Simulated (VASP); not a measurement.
# MgO (Fm-3m) in VASP: Born charges and dielectric tensor with PBEsol

Aim: the Born charges and dielectric tensor of MgO with PBEsol.

Program: VASP 6.6.1. These are calculated values, not measurements. Logs are shortened: lines on timing, memory, paths and dates and some standing lists are left out, and cuts for length are marked.

**Measured values to compare with.**

“Electronic structure of alkaline earth and post-transition metal oxides”, 2009, arxiv:0908.1581 quotes, for a bulk crystal of MgO: band gap 7.83 eV.

“Infrared Optical Properties of Ferropericlase (Mg1-xFexO): Experiment and Theory”, 2007, arxiv:0704.2267 reports, for a bulk crystal of MgO at 295 K: high-frequency dielectric constant 2.95 ± 0.1.

How close the calculation comes is told below.

**1. The crystal as given**

It takes space group Fm-3m (No. 225, cubic). The conventional cell has a = 4.208 Å, b = 4.208 Å, c = 4.208 Å, α = 90.00°, β = 90.00°, γ = 90.00°. Mg (site symmetry m-3m) has 6 O at 2.10 Å as nearest neighbours. Around O (site symmetry m-3m) lie 6 Mg at 2.10 Å.

**2. Born charges and dielectric tensor, PBEsol**

INCAR

```
SYSTEM = MgO
PREC = Accurate
ENCUT = 600
EDIFF = 1E-8
ISMEAR = 0
SIGMA = 0.02
LREAL = .False.
LASPH = .True.
NELM = 80
ALGO = Normal
ISIF = 2
LWAVE = .False.
LCHARG = .False.
GGA = PS
LEPSILON = .True.
IBRION = 8
NSW = 1
```

KPOINTS

```
regular mesh
0
Gamma
  10 10 10
  0 0 0
```

POSCAR

```
MgO
1.0
    0.0000000000      2.1038000000      2.1038000000
    2.1038000000      0.0000000000      2.1038000000
    2.1038000000      2.1038000000      0.0000000000
Mg O
1 1
Direct
    0.0000000000      0.0000000000      0.0000000000
    0.5000000000      0.5000000000      0.5000000000
```

Potentials or basis: VASP PAW PBE potentials, release 64 (Mg, O).

Started as:

```console
> cat potpaw_PBE.64/Mg/POTCAR potpaw_PBE.64/O/POTCAR > POTCAR
> mpirun -np 1 vasp_std > vasp.out
```

OUTCAR:

```text
SYSTEM = MgO
   PREC = Accurate
   ENCUT = 600
   EDIFF = 1E-8
   ISMEAR = 0
   LREAL = .False.
   LASPH = .True.
   NELM = 80
   ISIF = 2
   GGA = PS
   LEPSILON = .True.
   IBRION = 8
   NSW = 1

 ion  position               nearest neighbor table
   1  0.000  0.000  0.000-   2 2.10   2 2.10   2 2.10   2 2.10   2 2.10   2 2.10
   2  0.500  0.500  0.500-   1 2.10   1 2.10   1 2.10   1 2.10   1 2.10   1 2.10

  LATTYP: Found a face centered cubic cell.
 ALAT       =     4.2076000000

  Lattice vectors:

 A1 = (   0.0000000000,   2.1038000000,   2.1038000000)
 A2 = (   2.1038000000,   0.0000000000,   2.1038000000)
 A3 = (   2.1038000000,   2.1038000000,   0.0000000000)

Analysis of symmetry for initial positions (statically):
=====================================================================
 Subroutine PRICEL returns:
 Original cell was already a primitive cell.

 Routine SETGRP: Setting up the symmetry group for a
 face centered cubic supercell.

 Subroutine GETGRP returns: Found 48 space group operations
 (whereof 48 operations were pure point group operations)
 out of a pool of 48 trial point group operations.

The static configuration has the point symmetry O_h .

Analysis of symmetry for dynamics (positions and initial velocities):
=====================================================================
 Subroutine PRICEL returns:
 Original cell was already a primitive cell.

 Routine SETGRP: Setting up the symmetry group for a
 face centered cubic supercell.

 Subroutine GETGRP returns: Found 48 space group operations
 (whereof 48 operations were pure point group operations)
 out of a pool of 48 trial point group operations.

The dynamic configuration has the point symmetry O_h .

 Subroutine INISYM returns: Found 48 space group operations
 (whereof 48 operations are pure point group operations),
 and found     1 'primitive' translations

----------------------------------------------------------------------------------------

                                     Primitive cell

  volume of cell :      18.6227

  direct lattice vectors                    reciprocal lattice vectors
     0.000000000  2.103800000  2.103800000    -0.237665177  0.237665177  0.237665177
     2.103800000  0.000000000  2.103800000     0.237665177 -0.237665177  0.237665177
     2.103800000  2.103800000  0.000000000     0.237665177  0.237665177 -0.237665177

  length of vectors
     2.975222493  2.975222493  2.975222493     0.411648162  0.411648162  0.411648162

  position of ions in fractional coordinates (direct lattice)
     0.000000000  0.000000000  0.000000000
     0.500000000  0.500000000  0.500000000

  ion indices of the primitive-cell ions
   primitive index   ion index
                 1           1
                 2           2

----------------------------------------------------------------------------------------

 KPOINTS: regular mesh

Automatic generation of k-mesh.
[... 416 lines left out ...]
 ------------------------------------------------------

 Free energy of the ion-electron system (eV)
  ---------------------------------------------------
  ---------------------------------------------------
  free energy    TOTEN  =        -0.12119352 eV

  energy without entropy =       -0.12119352

------------------------ aborting loop because EDIFF is reached ----------------------------------------

--------------------------------------- Ionic step        2  -------------------------------------------

------------------------ aborting loop because EDIFF is reached ----------------------------------------

--------------------------------------- Ionic step        3  -------------------------------------------

------------------------ aborting loop because EDIFF is reached ----------------------------------------

 PIEZOELECTRIC TENSOR FIELD DIRECTION 3  (e Angst)
 -----------------------------------------------------------------------------
    -0.00015  0.00000  0.00000           ( -0.00001  0.00000  0.00000)
     0.00000 -0.00015  0.00000           (  0.00000 -0.00001  0.00000)
     0.00000 -0.00000 -0.00018           (  0.00000  0.00000 -0.00001)

 PIEZOELECTRIC TENSOR FIELD DIRECTION 3  (C/m^2)
 -----------------------------------------------------------------------------
    -0.00013  0.00000  0.00000
     0.00000 -0.00013  0.00000
     0.00000 -0.00000 -0.00015

--------------------------------------- Ionic step        4  -------------------------------------------

------------------------ aborting loop because EDIFF is reached ----------------------------------------

[... ionic steps 5 to 6 ...]

--------------------------------------- Ionic step        7  -------------------------------------------

 Free energy of the ion-electron system (eV)
  ---------------------------------------------------
  ---------------------------------------------------
  free energy    TOTEN  =        -0.35790235 eV

  energy without entropy =       -0.35790235

------------------------ aborting loop because EDIFF is reached ----------------------------------------

 INTERNAL STRAIN TENSOR  FOR ION    2  DIRECTION 1   (eV/Angst):
 -----------------------------------------------------------------------------
    -0.00473 -0.00000  0.00000
    -0.00000  0.00705  0.00000
     0.00000  0.00000  0.00705

 MACROSCOPIC STATIC DIELECTRIC TENSOR (including local field effects in DFT)
 ------------------------------------------------------
           3.162206     0.000000    -0.000000
           0.000000     3.162206    -0.000000
           0.000000     0.000000     3.162206
 ------------------------------------------------------

 PIEZOELECTRIC TENSOR (including local field effects)  for field in x, y, z        (e  Angst)
          XX          YY          ZZ          XY          YZ          ZX
  --------------------------------------------------------------------------------
  x     0.00000     0.00000     0.00000     0.00000     0.00000     0.00000
  y     0.00000     0.00000     0.00000     0.00000     0.00000     0.00000
  z     0.00000     0.00000     0.00000     0.00000     0.00000     0.00000

 PIEZOELECTRIC TENSOR (including local field effects)  for field in x, y, z        (C/m^2)
          XX          YY          ZZ          XY          YZ          ZX
  --------------------------------------------------------------------------------
  x     0.00000     0.00000     0.00000     0.00000     0.00000     0.00000
  y     0.00000     0.00000     0.00000     0.00000     0.00000     0.00000
  z     0.00000     0.00000     0.00000     0.00000     0.00000     0.00000

 BORN EFFECTIVE CHARGES (including local field effects) (in |e|, cummulative output)
 ---------------------------------------------------------------------------------
 ion    1
    1     1.96451    -0.00000    -0.00000
    2    -0.00000     1.96451     0.00000
    3     0.00000     0.00000     1.96451
 ion    2
    1    -1.96451     0.00000     0.00000
    2     0.00000    -1.96451     0.00000
    3     0.00000    -0.00000    -1.96451

 INTERNAL STRAIN TENSOR FOR ION    2 for displacements in x,y,z  (eV/Angst):
          X           Y           Z          XY          YZ          ZX
  --------------------------------------------------------------------------------
  x     0.00000     0.00000     0.00000     0.00000     0.00000     0.00000
  y     0.00000     0.00000     0.00000     0.00000     0.00000     0.00000
  z     0.00000     0.00000     0.00000     0.00000     0.00000     0.00000

 SECOND DERIVATIVES (NOT SYMMETRIZED)
 ------------------------------------
               1X          1Y          1Z          2X          2Y          2Z
  1X    -5.508283    0.000000    0.000000    5.508283    0.000000    0.000000
  1Y     0.000000   -5.508283    0.000000    0.000000    5.508283    0.000000
  1Z     0.000000    0.000000   -5.508283    0.000000    0.000000    5.508283
  2X     5.527135    0.000000    0.000000   -5.527135    0.000000    0.000000
  2Y     0.000000    5.527135    0.000000    0.000000   -5.527135    0.000000
  2Z     0.000000    0.000000    5.527135    0.000000    0.000000   -5.527135

 Eigenvectors and eigenvalues of the dynamical matrix
 ----------------------------------------------------

   1 f  =   11.824379 THz    74.294767 2PiTHz  394.418843 cm-1    48.901682 meV
             X         Y         Z           dx          dy          dz
      0.000000  0.000000  0.000000    -0.629409    0.000000    0.000000
      2.103800  2.103800  2.103800     0.777074    0.000000    0.000000
[... 21 lines left out ...]
   6 f/i=    0.009880 THz     0.062079 2PiTHz    0.329565 cm-1     0.040861 meV
             X         Y         Z           dx          dy          dz
      0.000000  0.000000  0.000000     0.000000    0.000000    0.777074
      2.103800  2.103800  2.103800     0.000000    0.000000    0.629409

--------------------------------------------------------------------------------------------------------

 MACROSCOPIC STATIC DIELECTRIC TENSOR IONIC CONTRIBUTION
 ------------------------------------------------------
           6.796302     0.000000    -0.000000
           0.000000     6.796302    -0.000000
          -0.000000    -0.000000     6.796302
 ------------------------------------------------------

 ELASTIC MODULI CONTR FROM IONIC RELAXATION (kBar)
 Direction    XX          YY          ZZ          XY          YZ          ZX
 --------------------------------------------------------------------------------
 XX           0.0000      0.0000      0.0000      0.0000      0.0000      0.0000
 YY           0.0000      0.0000      0.0000      0.0000      0.0000      0.0000
 ZZ           0.0000      0.0000      0.0000      0.0000      0.0000      0.0000
 XY           0.0000      0.0000      0.0000      0.0000      0.0000      0.0000
 YZ           0.0000      0.0000      0.0000      0.0000      0.0000      0.0000
 ZX           0.0000      0.0000      0.0000      0.0000      0.0000      0.0000
 --------------------------------------------------------------------------------

 PIEZOELECTRIC TENSOR IONIC CONTR  for field in x, y, z        (C/m^2)
          XX          YY          ZZ          XY          YZ          ZX
  --------------------------------------------------------------------------------
  x     0.00000     0.00000     0.00000     0.00000     0.00000     0.00000
  y     0.00000     0.00000     0.00000     0.00000     0.00000     0.00000
  z     0.00000     0.00000     0.00000     0.00000     0.00000     0.00000
```

It took 46 s on 1 thread of Intel Xeon 6975P-C (Granite Rapids), shared host; peak memory 0.19 GiB.

What came out:

```yaml
Band_gap_on_the_k_mesh: 4.67 eV, direct
Electronic_dielectric_tensor_diagonal: 3.16
Born_charges_mean_of_the_diagonal: Mg +1.96; O -1.96 e
Highest_phonon_frequency_at_Γ_LO-TO_splitting_left_out: 394 cm⁻¹
```

Phonon frequencies in cm⁻¹ (negative: imaginary):
```tsv
q point	frequencies
(0.000, 0.000, 0.000)	0 0 0 394 394 394
```

Electronic dielectric tensor:
```
3.16 0.00 0.00
0.00 3.16 0.00
0.00 0.00 3.16
```

Born effective charge tensors (e):
atom 1, Mg
```
1.96 0.00 0.00
0.00 1.96 0.00
0.00 0.00 1.96
```
atom 2, O
```
-1.96  0.00  0.00
 0.00 -1.96  0.00
 0.00  0.00 -1.96
```

**3. Comparison with measurements**

Step 2. Against the measured gap of MgO, 7.83 eV (quoted in “Electronic structure of alkaline earth and post-transition metal oxides”, 2009, arxiv:0908.1581), the calculated 4.67 eV is off by -3.16 eV. The value is that of PBEsol, without temperature or zero-point motion. Semilocal functionals fall short of measured gaps as a rule. Measured high-frequency dielectric constant of MgO: 2.95 (295 K; “Infrared Optical Properties of Ferropericlase (Mg1-xFexO): Experiment and Theory”, 2007, arxiv:0704.2267). This calculation gives 3.16 (+7.2 %).
